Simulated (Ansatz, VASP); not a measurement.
**Ga in VASP and in Ansatz**

The input INCAR:

```
SYSTEM = Ga
ALGO     = Normal         ! electronic algorithm
EDIFF    = 1E-7           ! SCF threshold, eV
ENCUT    = 520            ! plane-wave cutoff, eV
GGA      = PE             ! functional
GGA_COMPAT= .FALSE.      
ISIF     = 2              ! what is computed and relaxed
ISMEAR   = -1             ! smearing method
LASPH    = .TRUE.         ! aspherical terms in the spheres
LCHARG   = .TRUE.         ! write CHGCAR
LNONCOLLINEAR= .TRUE.         ! non-collinear magnetism
LORBIT   = 11             ! projections on sites
LORBMOM  = .TRUE.       
LREAL    = .FALSE.        ! projectors in reciprocal space
LSORBIT  = .TRUE.         ! spin-orbit coupling
LVHAR    = .TRUE.       
LWAVE    = .FALSE.        ! write WAVECAR
MAGMOM   = 0 0 0          ! initial moments
NBANDS   = 24             ! bands
NELM     = 150            ! most SCF steps
PREC     = Accurate       ! precision mode
SIGMA    = 0.15           ! smearing width, eV
```

KPOINTS

```
k-points
0
G
  4 4 4
  0 0 0
```

POSCAR

```
Ga
1.0
    0.0000000000      2.1179000000      2.1179000000
    2.1179000000      0.0000000000      2.1179000000
    2.1179000000      2.1179000000      0.0000000000
Ga
1
Direct
    0.0000000000      0.0000000000      0.0000000000
```

Input for Ansatz:

```yaml
crystal:
  lattice:
    - [0, 2.1179, 2.1179]
    - [2.1179, 0, 2.1179]
    - [2.1179, 2.1179, 0]
  atoms:
    - { symbol: Ga, position: [0, 0, 0] }
kpoints:
  mp_grid: { grid: [4, 4, 4] }
hamiltonian:
  xc: pbe
  pseudopotentials: { kind: nc_fr }
scf:
  occupations: { method: fermi_dirac, width: 0.15 }
output:
  forces: true
  stress: true
  eigenvalues: true
magnetization:
  noncollinear: true
  spin_orbit: true
```

Alike in both runs: task single point; functional PBE; k mesh 4 × 4 × 4; occupations fermi-dirac, width 0.15 eV; non-collinear spin, spin-orbit coupling.

|  | VASP | Ansatz |
| --- | --- | --- |
| version | VASP 6.6.1 | Ansatz 0.2.0 development build |
| potentials or method | VASP PAW PBE potentials, release 64 (Ga_d) | plane waves, norm-conserving pseudopotentials |
| plane-wave cutoff (eV) | 520 | 1088 |
| valence electrons in the cell | 13 | 13 |

```tsv
	VASP	Ansatz	Ansatz less VASP
net moment per atom (μB)	0.00	0.00	0.000
```

Caveats: the k mesh is coarse (spacing up to 0.64 Å⁻¹), so the values aren't converged.
